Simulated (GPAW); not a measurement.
Set up this calculation in GPAW 26.7.0, as an ASE script.

* Task: relaxation of cell and atoms
* Functional: PBEsol
* Potentials or basis: PAW data sets generated in the run's folder for this functional
* Cutoff: 600 eV
* Basis: pw
* k mesh: 12 × 12 × 12
* Occupations: fermi-dirac, width 0.05 eV
* Spin: no spin polarisation
* Target pressure: 10 GPa
* Maxiter: 150
* Optimizer: BFGS
* Fmax: 0.02 eV/Å
* Max steps: 60
* Target pressure: 10 GPa
* Convergence: density=1e-05 forces=0.0001

Crystal: Rh.

```
Rh
1.0
     0.00000    1.89785    1.89785
     1.89785    0.00000    1.89785
     1.89785    1.89785    0.00000
Rh
1
Direct
  0.00000 0.00000 0.00000
```

These files were run (other wordings do the same):

run.py

```python
from ase import Atoms
from ase.filters import FrechetCellFilter
from ase.io import write
from ase.optimize import BFGS
from ase.units import GPa
from gpaw import GPAW, PW, setup_paths

setup_paths.insert(0, '.')

atoms = Atoms(['Rh'],
              cell=[[0.0, 1.89785, 1.89785],
                    [1.89785, 0.0, 1.89785],
                    [1.89785, 1.89785, 0.0]],
              scaled_positions=[[0.0, 0.0, 0.0]],
              pbc=True)

calc = GPAW(mode=PW(600),
            xc='PBEsol',
            kpts={'size': (12, 12, 12), 'gamma': True},
            occupations={'name': 'fermi-dirac', 'width': 0.05},
            nbands=16,
            convergence={'density': 1e-05, 'forces': 0.0001},
            maxiter=150,
            txt='gpaw.txt')
atoms.calc = calc
opt = BFGS(FrechetCellFilter(atoms, scalar_pressure=10 * GPa), trajectory='relax.traj', logfile='-')
done = opt.run(fmax=0.02, steps=60)
calc.write('gs.gpw')
write('result.traj', atoms)
print('Converged:', done)
print('Cell:', atoms.cell.cellpar().round(4))
print('Volume:', round(atoms.get_volume(), 4))
print(atoms.get_scaled_positions().round(5))
```

Potentials or basis: PAW data sets generated in the run's folder for this functional, pw.

Run with:

```console
$ gpaw-setup -f PBEsol Rh
$ OMP_NUM_THREADS=1 python run.py
```

Results of the run:

```yaml
Relaxed_volume: 13.18 Å³/atom
Relaxed_cell: a = 2.652 Å, b = 2.652 Å, c = 2.652 Å, α = 60.00°, β = 60.00°, γ = 60.00°
Space_group_after_relaxing_to_0.05_Å: Fm-3m (No. 225)
Energy_change_on_relaxing_the_enthalpy_is_what_falls: +12.0 meV/atom
Ionic_steps: 3
Pressure_after_relaxing: 9.9 GPa
Band_gap_on_the_k_mesh: none (metal or under the smearing width)
```

Caveat: later steps reuse the first step's grids.

Wall time 17 s on 1 thread of Intel(R) Xeon(R) 6975P-C (Granite Rapids), with other jobs on the host, peak memory 0.15 GiB.
